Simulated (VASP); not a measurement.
Here is the system:

```xyz
2
Lattice="0.0000 3.0700 3.0700 3.0700 0.0000 3.0700 3.0700 3.0700 0.0000" Properties=species:S:1:pos:R:3 pbc="T T T"
Al     0.0000     0.0000     0.0000
Sb     1.5350     1.5350     1.5350
```

Method: PBE GGA, VASP's PBE PAW potentials (set 64) (plane waves; VASP). Numerical set-up: 400 eV cut-off, 7×7×7 Γ-centred mesh, first-order Methfessel-Paxton smearing of 0.10 eV, potentials Al Sb.

Task: Give the stress tensor in GPa (positive for a compressed cell).

Result: 
```
2.44  0.00  0.00
0.00  2.44  0.00
0.00  0.00  2.44
```
The pressure is its mean diagonal, 2.44 GPa.

The compound is AlSb in the zinc blende structure. The cell was not relaxed at this level. The run is one of a series of settings (ISMEAR = 1, SIGMA = 0.1 against the base run), some of them coarse on purpose.
